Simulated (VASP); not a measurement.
Computed with r2SCAN meta-GGA, VASP's PBE PAW potentials (set 64) (plane waves; VASP).

A VASP calculation is set up with these files.

KPOINTS:
```
kpoints
0
G
  7 7 7
0 0 0
```

**POSCAR**
```
CsCl
1
    4.1428824753    -0.0000000000    -0.0000000000
    0.0000000000     4.1428824753     0.0000000000
    0.0000000000     0.0000000000     4.1428824753
Cs Cl
1 1
Direct
  0.0000000000   0.0000000000   0.0000000000
  0.5000000000   0.5000000000   0.5000000000
```

File KPOINTS_OPT:
```
k-points along high-symmetry lines
10
Line-mode
Reciprocal
  0.000000   0.000000   0.000000 ! GAMMA
  0.000000   0.500000   0.000000 ! X

  0.000000   0.500000   0.000000 ! X
  0.500000   0.500000   0.000000 ! M

  0.500000   0.500000   0.000000 ! M
  0.000000   0.000000   0.000000 ! GAMMA

  0.000000   0.000000   0.000000 ! GAMMA
  0.500000   0.500000   0.500000 ! R

  0.500000   0.500000   0.500000 ! R
  0.000000   0.500000   0.000000 ! X

  0.500000   0.500000   0.500000 ! R
  0.500000   0.500000   0.000000 ! M
```

INCAR:
```
LMIXTAU = .True.
PREC = Accurate
SYSTEM = CsCl
ISMEAR = -5   # tetrahedra, Bloechl
ENCUT = 400
LASPH = .True.
ALGO = Normal   # blocked Davidson
LCHARG = .False.
LORBIT = 11   # lm-projected
EDIFF = 1E-7   # SCF stop (eV)
METAGGA = R2SCAN
LREAL = .False.   # projection in real space or not
ISIF = 2
NEDOS = 601   # DOS grid
NELM = 100
LWAVE = .False.
LMAXMIX = 4   # l cut-off of mixed one-centre charges
```

POTCAR, in this order: Cs_sv Cl (PBE.64 set). Program: vasp_std.

What VASP printed:

### OSZICAR
```
       N       E                     dE             d eps       ncg     rms          rms(c)
DAV:   1     0.602638349436E+02    0.60264E+02   -0.61494E+03   480   0.962E+02
DAV:   2    -0.327722274427E+02   -0.93036E+02   -0.87714E+02   764   0.183E+02
DAV:   3    -0.395139012361E+02   -0.67417E+01   -0.67151E+01   588   0.555E+01
DAV:   4    -0.395803718641E+02   -0.66471E-01   -0.66442E-01   560   0.693E+00
DAV:   5    -0.395812944885E+02   -0.92262E-03   -0.92240E-03   616   0.792E-01    0.234E+00
DAV:   6    -0.357925708642E+02    0.37887E+01   -0.83225E-01   548   0.840E+00    0.267E+00
DAV:   7    -0.348360251177E+02    0.95655E+00   -0.58527E-01   552   0.681E+00    0.604E-01
DAV:   8    -0.358690461129E+02   -0.10330E+01   -0.45554E-01   484   0.592E+00    0.119E+00
DAV:   9    -0.354690712586E+02    0.39997E+00   -0.34383E-01   488   0.703E+00    0.610E-01
DAV:  10    -0.354983800869E+02   -0.29309E-01   -0.34074E-01   480   0.619E+00    0.162E-01
DAV:  11    -0.355153523807E+02   -0.16972E-01   -0.10486E-02   564   0.130E+00    0.162E-01
DAV:  12    -0.355084905468E+02    0.68618E-02   -0.46448E-03   500   0.801E-01    0.162E-01
DAV:  13    -0.355184314436E+02   -0.99409E-02   -0.73063E-03   500   0.102E+00    0.546E-02
DAV:  14    -0.355198804812E+02   -0.14490E-02   -0.49425E-04   564   0.318E-01    0.674E-03
DAV:  15    -0.355198886176E+02   -0.81364E-05   -0.20325E-05   560   0.564E-02    0.369E-03
DAV:  16    -0.355198897595E+02   -0.11419E-05   -0.24925E-05   516   0.641E-02    0.535E-03
DAV:  17    -0.355199052268E+02   -0.15467E-04   -0.11978E-05   524   0.432E-02    0.206E-03
DAV:  18    -0.355199071762E+02   -0.19493E-05   -0.30805E-06   568   0.188E-02    0.877E-04
DAV:  19    -0.355199072395E+02   -0.63308E-07   -0.14589E-07   412   0.449E-03
   1 F= -.35519907E+02 E0= -.35519907E+02  d E =0.000000E+00
       N       E                     dE             ncg
       N       E                     dE             ncg
       N       E                     dE             ncg
```

**OUTCAR**
```
------------------------ aborting loop because EDIFF is reached ----------------------------------------
  FORCE on cell =-STRESS in cart. coord.  units (eV):
  Direction    XX          YY          ZZ          XY          YZ          ZX
  --------------------------------------------------------------------------------------
  Total       -0.0211620     -0.0211620     -0.0211620     -0.0000000      0.0000000     -0.0000000
  in kB       -0.4768245     -0.4768245     -0.4768245     -0.0000000      0.0000000     -0.0000000
  external PRESSURE =      -0.4768245 kB  Pullay stress =       0.0000000 kB
  volume of cell :       71.11
      direct lattice vectors                 reciprocal lattice vectors
     4.142882475  0.000000000  0.000000000     0.241377834  0.000000000  0.000000000
     0.000000000  4.142882475  0.000000000     0.000000000  0.241377834  0.000000000
     0.000000000  0.000000000  4.142882475     0.000000000  0.000000000  0.241377834
 POSITION                                       TOTAL-FORCE (eV/Angst)
 -----------------------------------------------------------------------------------
      0.00000      0.00000      0.00000         0.000000      0.000000      0.000000
      2.07144      2.07144      2.07144         0.000000      0.000000      0.000000
 -----------------------------------------------------------------------------------
    total drift:                               -0.000000      0.000000      0.000000
  FREE ENERGIE OF THE ION-ELECTRON SYSTEM (eV)
  ---------------------------------------------------
  free  energy   TOTEN  =       -35.5199072395 eV

  energy  without entropy=      -35.5199072395  energy(sigma->0) =      -35.51990724

 total charge

# of ion       s       p       d       tot
------------------------------------------
    1        1.861   4.720   0.027   6.608
    2        1.597   3.577   0.000   5.174
--------------------------------------------------
tot          3.458   8.297   0.027  11.782
```
(Selected blocks of OUTCAR.)

The compound is CsCl in the CsCl type structure. It was relaxed first.
